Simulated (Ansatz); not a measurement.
# Ti (Im-3m), symmetry broken, then relaxed

These are results of Ansatz, DFT PBEsol, scalar-relativistic, plane waves, PAW, not measurements. The runs took a 420 eV cutoff, a Γ-centred 10×10×10 mesh and Gaussian smearing (0.15 eV). No spin polarisation. Energies are free energies at this smearing, counted from the undisturbed cell; pressure is positive in compression.

The starting cell (relaxed at this level; this bcc form isn't the usual structure):

```xyz
2
Lattice="0.0000 -3.2102 0.0000 -3.2102 0.0000 0.0000 0.0000 0.0000 -3.2102" Properties=species:S:1:pos:R:3 pbc="T T T"
Ti   -1.6051   -1.6051   -1.6051
Ti    0.0000    0.0000    0.0000
```

The atoms are displaced (Å, in the unstrained cell):

```
atom ux uy uz
 Ti1   0.011  -0.308   0.114
 Ti2  -0.011   0.308  -0.114
```

The cell is strained by (0.0027, -0.0026, -0.0525, -0.0283, 0.0488, 0.0294) (xx, yy, zz, yz, xz, xy; engineering shear). Cell and atoms are then relaxed.

Q: Does the relaxation return to the undisturbed structure?

A: No. It ends 44.8 meV/atom below it. The disturbance itself cost 556.2 meV/atom. The final space group reads Fm-3m (tolerance 0.05 Å) and the volume changes by 0.86 %.

Final structure:

```
Ti
1.0
    -0.00724   -2.87614    0.00052
    -4.03365    0.01003    0.01697
    -0.01226    0.00050   -2.87609
Ti
2
Direct
  0.50000 0.50000 0.50000
  0.00000 0.00000 0.00000
```

The relaxation, step by step (energy from the first step; small jumps at an unchanged geometry come where the plane waves are selected anew for the new cell):

```tsv
step	ΔE (meV/atom)	largest force component (eV/Å)	pressure (GPa)
1	0.0	2.364	11.19
2	-268.0	1.728	11.65
3	-539.4	0.203	4.48
4	-562.0	0.052	-0.44
5	-570.4	0.005	0.65
6	-574.8	0.039	0.69
7	-575.8	0.049	0.13
8	-578.6	0.001	0.26
9	-578.6	0.000	-0.46
10	-578.7	0.000	0.01
11	-590.6	0.000	1.21
12	-596.3	0.000	0.89
13	-600.7	0.000	0.32
14	-600.8	0.000	-0.05
15	-601.0	0.000	-0.02
```